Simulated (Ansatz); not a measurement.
Input and command of a calculation in Ansatz (plane waves; scalar-relativistic PAW potentials unless the input names others):

```yaml
crystal:
  lattice:
    - [3.8679401881, 9.54e-08, 0.0012509929]
    - [1.349e-07, 5.4700936949, -0.0008338919]
    - [-1.9335016257, 1.3673025812, 1.4674270092]
  atoms:
    - { symbol: Pt, position: [0.0, 0.5, 0.0] }
    - { symbol: Pt, position: [0.0, 0.0, 0.0] }
basis:
  ecutwfc: 420
kpoints:
  mp_grid: { grid: [9, 7, 23] }
hamiltonian:
  xc: pbe
scf:
  occupations: { method: gaussian, width: 0.1 }
  mixing: { algorithm: broyden, beta: 0.7, ndim: 16 }
output:
  forces: true
  eigenvalues: true
  stress: true
accuracy: high
```

```bash
ansatz run input.yaml --threads 4 --pin off --max-ram 8192MiB --backend cpu --events-out ev --progress --plain --runs-dir out
```

Abridged log:
```
Basis set: ecut = 420 eV, 615 PW (Γ), exchange–correlation on 60×90×48 points (8 copies of the dense FFT grid, shifted against one another)
Bands: 22, of which v1, the nominal top of the filled ones, is band 18 counted from 1 (17 counted from 0)
Symmetry: 4 space group operations
k-points: 725 of 1449
SCF iter   1: F=—  HF=-25046.015974 eV  |F-HF|=—  |Δ(HF+E_count)|=         —  Δρ=4.10e-3  dr2=1.07e-3  ethr=1.77e-3  ⟨swp⟩=4.9  Hψ=61522  notcnv=0
SCF iter   2: F=—  HF=-25046.018375 eV  |F-HF|=—  |Δ(HF+E_count)|=   2.40e-3  Δρ=1.41e-3  dr2=1.16e-4  ethr=2.98e-6  ⟨swp⟩=3.2  Hψ=36397  notcnv=0  κ⁻¹=1.0e0(r=1)
SCF iter   3: F=—  HF=-25046.018545 eV  |F-HF|=—  |Δ(HF+E_count)|=   1.70e-4  Δρ=1.74e-4  dr2=3.09e-6  ethr=3.23e-7  ⟨swp⟩=2.0  Hψ=22214  notcnv=0  κ⁻¹=3.1e-2(r=2)
SCF iter   4: F=—  HF=-25046.018545 eV  |F-HF|=—  |Δ(HF+E_count)|=   2.90e-7  Δρ=5.68e-5  dr2=5.79e-7  ethr=8.59e-9  ⟨swp⟩=2.0  Hψ=25014  notcnv=0  κ⁻¹=6.1e-3(r=3)
SCF iter   5: F=-25046.018545 eV  HF=-25046.018545 eV  |F-HF|=8.00e-11  |Δ(HF+E_count)|=   3.95e-8  Δρ=1.50e-5  dr2=2.35e-8  ethr=2.78e-10  ⟨swp⟩=2.8  Hψ=61528  notcnv=0  κ⁻¹=2.3e-4(r=4)
SCF iter   6: F=—  HF=-25046.018545 eV  |F-HF|=—  |Δ(HF+E_count)|=   6.06e-9  Δρ=1.71e-6  dr2=1.95e-10  ethr=6.52e-11  ⟨swp⟩=2.1  Hψ=22997  notcnv=0  κ⁻¹=6.2e-6(r=5)
SCF iter   7: F=-25046.018545 eV  HF=-25046.018545 eV  |F-HF|=1.09e-11  |Δ(HF+E_count)|=  2.07e-10  Δρ=3.34e-7  dr2=8.98e-12  ethr=1.00e-12  ⟨swp⟩=4.0  Hψ=56525  notcnv=0
SCF 1 converged in 7 iterations: F = -25046.018545 eV  dr2 = 8.98e-12
SCF converged after 7 iterations
Stability not checked: this state was not tested for a lower state beside it, because the mixer in use, unlike msr1, does not test its closes by its own steps (another_mixer; see scf.mixing.algorithm and scf.lower_state_search)
Free energy (F): -25046.018545 eV
Harris-Foulkes:  -25046.018545 eV  (|F-HF|=1.09e-11)
Internal energy: -25046.002736 eV  (E = F + TS)
E sigma→0 (E₀):  -25046.010641 eV
Entropy (-TS):   -0.015809 eV (-7.905 meV/atom)
Fermi energy:    22.480026 eV
--- Forces (eV/Å), atoms counted from 1 ---
  atom   1  Pt     0.00000000     0.00000000     0.00000000
  atom   2  Pt     0.00000000     0.00000000     0.00000000
--- Stress (GPa, compression-positive) ---
        2.149651      -0.028302       0.009702
       -0.028302       5.837481      -0.005908
        0.009702      -0.005908      -0.092642
  P = ⅓ Tr σ = 2.6315 GPa (26.315 kbar)
```

Apart from outputs and empty bands, the input differs from a reference run on usual settings in scf.mixing.algorithm: not typed → "broyden"; scf.mixing.beta: not typed → 0.7; scf.mixing.ndim: not typed → 16; accuracy: not typed → "high". The reference, at the same geometry (not necessarily relaxed), gave pressure 2.63 GPa, largest force 0.000 eV/Å, no gap on the mesh. This run converged in 7 SCF iterations (reference: 6) with an energy at zero smearing within 0.01 meV/atom of the reference's, pressure 2.63 GPa, largest force 0.000 eV/Å, no gap on the mesh.

It took 7 s on 4 threads of Arm Neoverse V2 (shared host), peak memory 0.63 GiB.